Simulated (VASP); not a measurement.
TiSe2: relaxation of cell and atoms with PBE+D3(BJ)

Crystal: TiSe2.

```xyz
3
Lattice="3.5360 0.0000 0.0000 -1.7680 3.0623 0.0000 0.0000 0.0000 6.0040" Properties=species:S:1:pos:R:3 pbc="T T T"
Ti    0.0000    0.0000    0.0000
Se    0.0000    2.0415    1.5322
Se    1.7680    1.0208    4.4718
```

* Program: VASP 6.6.1
* Task: relaxation of cell and atoms
* Functional: PBE
* Dispersion: D3(BJ)
* Potentials or basis: VASP PAW PBE potentials, release 64 (Ti_sv, Se)
* Cutoff: 600 eV
* k mesh: 12 × 12 × 6
* Occupations: methfessel-paxton, width 0.1 eV
* Spin: no spin polarisation
* Further INCAR settings: ALGO = Normal; EDIFF = 1e-06; IBRION = 2; EDIFFG = -0.01; NSW = 90; ISIF = 3

| Property | Result |
| --- | --- |
| Relaxed volume | 20.50 Å³/atom |
| Relaxed cell | a = 3.482 Å, b = 3.482 Å, c = 5.859 Å, α = 90.00°, β = 90.00°, γ = 120.00° |
| Space group after relaxing (to 0.05 Å) | P-3m1 (No. 164) |
| Energy gained by relaxing | 7.6 meV/atom |
| Ionic steps | 10 |
| Pressure after relaxing | 0.0 GPa |
| Largest force after relaxing | 0.008 eV/Å |
| Band gap on the k mesh | none (metal or under the smearing width) |
| Dispersion energy per atom | -0.451 eV |

Forces in eV/Å, atoms in the order of the input:
```
Ti   0.000  0.000  0.000
Se   0.000  0.000 -0.008
Se   0.000  0.000  0.008
```

The path:
```csv
step,energy change (eV),largest force (eV/Å),pressure (GPa),volume (Å³)
1,0.0000,0.0905,-1.57,65.01
2,-0.0085,0.3343,0.77,63.04
3,-0.0091,0.2857,0.30,63.41
4,-0.0154,0.1559,0.07,62.97
5,-0.0171,0.0444,-0.12,62.60
6,-0.0193,0.0390,-0.05,62.32
7,-0.0226,0.0178,0.18,61.46
8,-0.0226,0.0158,0.20,61.41
9,-0.0222,0.0692,-0.44,61.77
10,-0.0227,0.0080,0.00,61.51
```

Final structure:
```
CELL_PARAMETERS angstrom
3.48178 0.00000 0.00000
-1.74089 3.01531 0.00000
0.00000 0.00000 5.85864
ATOMIC_POSITIONS crystal
Ti 0.00000 0.00000 0.00000
Se 0.33333 0.66667 0.26539
Se 0.66667 0.33333 0.73461
```

Levels at points of the mesh, in eV from the Fermi level:
```tsv
k point	band 9	band 10	band 11	band 12	band 13	band 14	band 15	band 16
(0.00, 0.00, 0.00)	-2.24	0.38	0.52	0.52	0.58	0.62	0.62	3.29
(0.50, 0.00, 0.00)	-2.94	-2.86	-2.24	-1.42	0.05	1.48	1.90	3.22
(0.00, 0.00, 0.50)	-2.16	-2.16	0.29	0.29	0.50	0.50	1.28	3.75
(0.50, 0.00, 0.50)	-2.82	-2.54	-1.12	-0.84	-0.25	1.47	1.87	3.05
```

Run time: 7 min on 1 thread of Intel(R) Xeon(R) Platinum 8559C (Emerald Rapids) (shared host), peak memory 0.31 GiB.
